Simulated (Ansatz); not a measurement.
A plane-wave DFT run in Ansatz 0.2.0 (scalar-relativistic PAW potentials unless the input names others): input and command.

```yaml
crystal:
  lattice:
    - [3.8625776173, 0.0, 0.0]
    - [0.0, 3.8625776173, 0.0]
    - [0.0, 0.0, 25.9824718891]
  atoms:
    - { symbol: Ti, position: [0.5, 0.5, 0.3140707309] }
    - { symbol: O, position: [0.5, 0.0, 0.3079276093] }
    - { symbol: O, position: [0.0, 0.5, 0.3079276093] }
    - { symbol: Pb, position: [0.0, 0.0, 0.3768211921] }
    - { symbol: O, position: [0.5, 0.5, 0.3840066688] }
    - { symbol: Ti, position: [0.5, 0.5, 0.464742083] }
    - { symbol: O, position: [0.5, 0.0, 0.4622287906] }
    - { symbol: O, position: [0.0, 0.5, 0.4622287906] }
    - { symbol: Pb, position: [0.0, 0.0, 0.5336259716] }
    - { symbol: O, position: [0.5, 0.5, 0.5376722422] }
    - { symbol: Ti, position: [0.5, 0.5, 0.6196781259] }
    - { symbol: O, position: [0.5, 0.0, 0.6170652636] }
    - { symbol: O, position: [0.0, 0.5, 0.6170652636] }
    - { symbol: Pb, position: [0.0, 0.0, 0.6853148236] }
    - { symbol: O, position: [0.5, 0.5, 0.690753517] }
basis:
  ecutwfc: 420
kpoints:
  mp_grid: { grid: [7, 7, 1] }
hamiltonian:
  xc: pbesol
scf:
  occupations: { method: gaussian, width: 0.05 }
  mixing: { preconditioner: kerker }
output:
  forces: true
  eigenvalues: true
efield:
  axis: 3
  dipole_correction: true
  ramp_width: 0.04
```

```bash
ansatz run input.yaml --threads 2 --pin off --max-ram 5120MiB --backend cpu --events-out ev --progress --plain --runs-dir out
```

Abridged log:
```
Pseudopotentials: kind: paw
Pseudopotential: Ti, paw, valence charge 12, recommended cutoff 420 eV (normal)
Pseudopotential: O, paw, valence charge 6, recommended cutoff 420 eV (normal)
Pseudopotential: Pb, paw, valence charge 14, recommended cutoff 420 eV (normal)
Functional definition: PBEsol
Crystal: 15 atoms, lattice volume = 387.646 Å³
Basis set: ecut = 420 eV, 7639 PW (Γ), exchange–correlation on 54×54×360 points (8 copies of the dense FFT grid, shifted against one another)
Bands: 81, of which v1, the nominal top of the filled ones, is band 66 counted from 1 (65 counted from 0)
Symmetry: 8 space group operations
Space group: P4mm (ITA 99), of the structure as read, at distance tolerance 7.3e-5 Å
k-points: 10 of 49
Initial density: superposition of atomic densities (neutral atoms: chi_scale 0, normalization atom), corrected by the library's trained network
Initial wavefunctions: pseudopotential atomic-orbital guess
Functional: x = pbesol(κ = 0.804, μ = 0.12345679), c = pbesol(β = 0.046)
SCF iter   1: F=—  HF=-47745.096350 eV  |F-HF|=—  |Δ(HF+E_count)|=         —  Δρ=1.16e-2  dr2=4.52e-1  ethr=1.77e-3  p=0.082 e·Å  D=3.85e-2 V/Å  ΔV_dip=-1.00 eV  dr2_dipole=6.57e-5  V_vac-E_F(+/−)=3.65/4.65 eV  ⟨swp⟩=7.6  Hψ=3779  notcnv=0  defer=4
efield: sawtooth ramp at fractional position 0.9793 (placed from the atoms, in the widest stretch of the axis that holds none; the zero of the levels goes with the place), width 0.0400; the density the first Hamiltonian is built on has a dipole p = 0.082 e·Å; the dipole correction subtracts the counter field D = 3.85e-2 V/Å, which shifts the + side's vacuum level by -1.00 eV against the − side's; the planar-averaged density in the ramp window peaks in size at 1.2e-5 e/Å³
SCF iter   2: F=—  HF=-47745.016590 eV  |F-HF|=—  |Δ(HF+E_count)|=   7.98e-2  Δρ=4.84e-3  dr2=8.49e-2  ethr=3.42e-4  p=0.082 e·Å  D=3.85e-2 V/Å  ΔV_dip=-1.00 eV  dr2_dipole=1.27e-4  V_vac-E_F(+/−)=3.76/4.76 eV  ⟨swp⟩=2.0  Hψ=1464  notcnv=0  defer=80  κ⁻¹=1.0e0(r=1)
SCF iter   3: F=—  HF=-47745.002181 eV  |F-HF|=—  |Δ(HF+E_count)|=   1.44e-2  Δρ=1.22e-3  dr2=6.35e-3  ethr=6.43e-5  p=0.082 e·Å  D=3.85e-2 V/Å  ΔV_dip=-1.00 eV  dr2_dipole=2.62e-4  V_vac-E_F(+/−)=3.78/4.78 eV  ⟨swp⟩=2.1  Hψ=1070  notcnv=0  defer=80  κ⁻¹=1.8e-2(r=2)
SCF iter   4: F=—  HF=-47745.001862 eV  |F-HF|=—  |Δ(HF+E_count)|=   3.20e-4  Δρ=4.95e-4  dr2=1.52e-3  ethr=4.81e-6  p=0.082 e·Å  D=3.84e-2 V/Å  ΔV_dip=-1.00 eV  dr2_dipole=3.78e-4  V_vac-E_F(+/−)=3.81/4.80 eV  ⟨swp⟩=2.0  Hψ=1303  notcnv=0  defer=80  κ⁻¹=1.2e-3(r=3)
SCF iter   5: F=—  HF=-47745.001955 eV  |F-HF|=—  |Δ(HF+E_count)|=   9.28e-5  Δρ=2.71e-4  dr2=1.01e-3  ethr=1.15e-6  p=0.082 e·Å  D=3.84e-2 V/Å  ΔV_dip=-1.00 eV  dr2_dipole=4.30e-4  V_vac-E_F(+/−)=3.81/4.81 eV  ⟨swp⟩=1.7  Hψ=782  notcnv=0  defer=80  κ⁻¹=2.2e-4(r=4)
SCF iter   6: F=—  HF=-47745.002031 eV  |F-HF|=—  |Δ(HF+E_count)|=   7.66e-5  Δρ=9.02e-5  dr2=7.22e-4  ethr=7.68e-7  p=0.082 e·Å  D=3.83e-2 V/Å  ΔV_dip=-0.99 eV  dr2_dipole=4.45e-4  V_vac-E_F(+/−)=3.82/4.81 eV  ⟨swp⟩=1.7  Hψ=737  notcnv=0  defer=80  κ⁻¹=2.2e-5(r=5)
SCF iter   7: F=—  HF=-47745.002071 eV  |F-HF|=—  |Δ(HF+E_count)|=   3.94e-5  Δρ=6.29e-5  dr2=6.74e-4  ethr=5.47e-7  p=0.082 e·Å  D=3.82e-2 V/Å  ΔV_dip=-0.99 eV  dr2_dipole=4.46e-4  V_vac-E_F(+/−)=3.82/4.81 eV  ⟨swp⟩=1.0  Hψ=730  notcnv=0  defer=80  κ⁻¹=8.3e-6(r=6)
SCF iter   8: F=—  HF=-47745.002143 eV  |F-HF|=—  |Δ(HF+E_count)|=   7.29e-5  Δρ=6.64e-5  dr2=5.97e-4  ethr=5.10e-7  p=0.081 e·Å  D=3.79e-2 V/Å  ΔV_dip=-0.99 eV  dr2_dipole=4.56e-4  V_vac-E_F(+/−)=3.83/4.81 eV  ⟨swp⟩=1.1  Hψ=731  notcnv=0  defer=80  κ⁻¹=2.9e-6(r=7)
   ...
SCF iter  34: F=—  HF=-47745.001608 eV  |F-HF|=—  |Δ(HF+E_count)|=   1.41e-6  Δρ=1.04e-5  dr2=1.25e-6  ethr=2.59e-9  p=0.094 e·Å  D=4.39e-2 V/Å  ΔV_dip=-1.14 eV  dr2_dipole=2.31e-8  V_vac-E_F(+/−)=3.84/4.98 eV  ⟨swp⟩=2.0  Hψ=942  notcnv=0  defer=80  κ⁻¹=7.8e-3(r=8)
SCF iter  35: F=—  HF=-47745.001610 eV  |F-HF|=—  |Δ(HF+E_count)|=   1.38e-6  Δρ=5.48e-6  dr2=6.07e-7  ethr=9.47e-10  p=0.094 e·Å  D=4.38e-2 V/Å  ΔV_dip=-1.14 eV  dr2_dipole=2.82e-9  V_vac-E_F(+/−)=3.84/4.98 eV  ⟨swp⟩=2.2  Hψ=993  notcnv=0  defer=80  κ⁻¹=6.8e-3(r=8)
SCF iter  36: F=—  HF=-47745.001610 eV  |F-HF|=—  |Δ(HF+E_count)|=   1.52e-7  Δρ=4.66e-6  dr2=4.21e-7  ethr=4.60e-10  p=0.094 e·Å  D=4.38e-2 V/Å  ΔV_dip=-1.14 eV  dr2_dipole=5.95e-9  V_vac-E_F(+/−)=3.85/4.98 eV  ⟨swp⟩=2.7  Hψ=1191  notcnv=0  defer=80  κ⁻¹=4.0e-2(r=8)
SCF iter  37: F=—  HF=-47745.001611 eV  |F-HF|=—  |Δ(HF+E_count)|=   9.77e-7  Δρ=2.88e-6  dr2=3.00e-7  ethr=3.19e-10  p=0.094 e·Å  D=4.38e-2 V/Å  ΔV_dip=-1.14 eV  dr2_dipole=3.51e-9  V_vac-E_F(+/−)=3.85/4.98 eV  ⟨swp⟩=2.0  Hψ=922  notcnv=0  defer=80  κ⁻¹=8.9e-3(r=8)
SCF iter  38: F=—  HF=-47745.001613 eV  |F-HF|=—  |Δ(HF+E_count)|=   2.01e-6  Δρ=2.74e-6  dr2=2.27e-7  ethr=2.28e-10  p=0.094 e·Å  D=4.37e-2 V/Å  ΔV_dip=-1.14 eV  dr2_dipole=1.71e-8  V_vac-E_F(+/−)=3.85/4.98 eV  ⟨swp⟩=2.0  Hψ=861  notcnv=0  defer=80  κ⁻¹=3.3e-3(r=8)
SCF iter  39: F=—  HF=-47745.001614 eV  |F-HF|=—  |Δ(HF+E_count)|=   1.02e-6  Δρ=2.08e-6  dr2=1.82e-7  ethr=1.72e-10  p=0.094 e·Å  D=4.37e-2 V/Å  ΔV_dip=-1.14 eV  dr2_dipole=2.51e-8  V_vac-E_F(+/−)=3.85/4.98 eV  ⟨swp⟩=1.8  Hψ=824  notcnv=0  defer=80  κ⁻¹=6.9e-4(r=8)
SCF iter  40: F=—  HF=-47745.001615 eV  |F-HF|=—  |Δ(HF+E_count)|=   9.92e-7  Δρ=1.69e-6  dr2=1.00e-7  ethr=7.58e-11  p=0.094 e·Å  D=4.37e-2 V/Å  ΔV_dip=-1.13 eV  dr2_dipole=1.52e-8  V_vac-E_F(+/−)=3.85/4.98 eV  ⟨swp⟩=10.2  Hψ=3542  notcnv=0  κ⁻¹=4.5e-4(r=8)
SCF iter  41: F=-47745.001616 eV  HF=-47745.001615 eV  |F-HF|=1.02e-6  |Δ(HF+E_count)|=   1.59e-7  Δρ=1.37e-6  dr2=5.28e-8  ethr=7.58e-11  p=0.094 e·Å  D=4.37e-2 V/Å  ΔV_dip=-1.13 eV  dr2_dipole=1.60e-8  V_vac-E_F(+/−)=3.85/4.98 eV  ⟨swp⟩=6.8  Hψ=2730  notcnv=0
SCF 1 converged in 41 iterations: F = -47745.001616 eV  dr2 = 5.28e-8
SCF converged after 41 iterations
Stability not checked: this state was not tested for a lower state beside it, because the mixer in use, unlike msr1, does not test its closes by its own steps (another_mixer; see scf.mixing.algorithm and scf.lower_state_search)
Free energy (F): -47745.001616 eV
Harris-Foulkes:  -47745.001615 eV  (|F-HF|=1.02e-6)
Internal energy: -47745.001616 eV  (E = F + TS)
E sigma→0 (E₀):  -47745.001616 eV
Fermi energy:    3.132391 eV
Dipole field:    D = 0.043802 V/Å  (p = 0.093835 e·Å, saw-weighted, corrected)
Work function:   Φ+ = 3.8457 eV   Φ− = 4.9839 eV
Levels:          The Fermi level and band energies are counted from a zero that moves with the ramp; work functions are not
--- Forces (eV/Å), atoms counted from 1 ---
  atom   1  Ti     0.00000000     0.00000000    -0.01324053
  atom   2  O      0.00000000     0.00000000     0.00467868
  atom   3  O      0.00000000     0.00000000     0.00467868
  atom   4  Pb     0.00000000     0.00000000    -0.00099426
  atom   5  O      0.00000000     0.00000000     0.00571921
  atom   6  Ti     0.00000000     0.00000000    -0.00216610
  atom   7  O      0.00000000     0.00000000     0.00527725
  atom   8  O      0.00000000     0.00000000     0.00527725
  atom   9  Pb     0.00000000     0.00000000    -0.00689878
  atom  10  O      0.00000000     0.00000000     0.00052384
  atom  11  Ti     0.00000000     0.00000000    -0.00279851
  atom  12  O      0.00000000     0.00000000     0.00292978
  atom  13  O      0.00000000     0.00000000     0.00292978
  atom  14  Pb     0.00000000     0.00000000    -0.00504760
  atom  15  O      0.00000000     0.00000000    -0.00105696
```

Apart from outputs, empty bands and the relaxation, which only the reference makes, the input differs from a reference run on usual settings in scf.mixing.preconditioner: not typed → "kerker". The reference, at the same geometry, ended its own course with largest force 0.013 eV/Å, gap on the mesh 1.48 eV. This run converged in 41 SCF iterations with an energy at zero smearing within 0.01 meV/atom of the reference's, largest force 0.013 eV/Å, gap on the mesh 1.48 eV.

It took 47 s on 2 threads of Intel(R) Xeon(R) Platinum 8259CL CPU @ 2.50GHz (Skylake/Cascade Lake) (shared host), peak memory 0.87 GiB.